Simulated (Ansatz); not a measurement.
This B structure is the end of a relaxation. The cell was found from a structure generator's guess, not taken from experiment.

The calculation used DFT PBE, scalar-relativistic, plane waves, PAW (Ansatz). Cutoff 420 eV, Γ-centred mesh, Gaussian smearing, no spin polarisation.

```yaml
crystal:
  lattice:
    - [2.35116, 0.00000, 0.00000]
    - [-1.17558, 2.03617, 0.00000]
    - [0.00000, 0.00000, 9.49364]
  atoms:
    - { symbol: B, position: [0.33333, 0.66667, 0.78068] }
    - { symbol: B, position: [0.66667, 0.33333, 0.92416] }
    - { symbol: B, position: [0.33333, 0.66667, 0.07584] }
    - { symbol: B, position: [0.66667, 0.33333, 0.21932] }
    - { symbol: B, position: [0.33333, 0.66667, 0.36179] }
    - { symbol: B, position: [0.00000, 0.00000, 0.50000] }
    - { symbol: B, position: [0.66667, 0.33333, 0.63821] }
```

Energies count from the standard state of B at the same level.

**Question.** What space group does it have?

**Answer.** P-3m1 (No. 164). Conventional cell: a = 2.351 Å, c = 9.494 Å. B on a site of symmetry 3m is surrounded by 6 B at 1.92 Å; B on a second site of symmetry 3m is surrounded by 6 B at 1.92–1.98 Å; B on a third site of symmetry 3m has 6 B at 1.89–1.92 Å; B on a site of symmetry -3m is surrounded by 6 B at 1.89 Å and 6 B at 2.35 Å.

**Question.** How far does it lie from the standard state of B?

**Answer.** +1.34 eV/atom. So it is a metastable form at best.

**Question.** Is it a metal?

**Answer.** Yes, bands cross the Fermi level on the 18×18×4 mesh.

**Question.** From what recipe could a structure generator have reached it?

**Answer.** One such recipe: close-packed layers stacked ABABACB, next cell at A (P-3m1, No. 164). Other recipes can lead to the same cell.

The last run used an 18×18×4 mesh (in the run's order of axes) for its 7-atom cell and Gaussian smearing of 0.10 eV. A structure relaxed within its symmetry needn't be a true minimum. Another cell of B relaxed alike, in P-3m1, lies 0.73 eV/atom lower, so this cell isn't the stable form at this level.
